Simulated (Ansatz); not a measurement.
**LiH: a sweep of one setting**

```yaml
crystal:
  lattice:
    - [0.00000, 2.14485, 2.14485]
    - [2.14485, 0.00000, 2.14485]
    - [2.14485, 2.14485, 0.00000]
  atoms:
    - { symbol: Li, position: [0.00000, 0.00000, 0.00000] }
    - { symbol: H, position: [0.25000, 0.25000, 0.25000] }
```

Atoms are numbered in the order listed.

The structure comes from a relaxation in the same program, started in the zincblende type, and has space group F-43m. Whether it is a known phase or the ground state wasn't checked.

Method: DFT, PBE, PAW with Ansatz's default frozen-core files, scalar-relativistic in Ansatz 0.2.0.

The runs use a Γ-centred 13×13×13 k mesh, Fermi–Dirac smearing of 0.05 eV, cutoff 420 eV, no spin polarisation. One setting is then changed at a time.

```
         k mesh  free energy less the base's (meV/atom)  P (GPa)  gap on the mesh (eV)
13×13×13 (base)                                     0.0    -0.05                     ?
          4×4×4                                       ?    -0.12                 4.198
          6×6×6                                     0.0    -0.05                 4.293
       10×10×10                                     0.0    -0.05                 4.234
       18×18×18                                     0.0    -0.05                 4.208
```

Task: Fill in "gap on the mesh (eV)" for the row "13×13×13 (base)".

Result: 4.327.

Task: Give the missing entry: row "4×4×4", column "free energy less the base's (meV/atom)".

Result: -1.8.
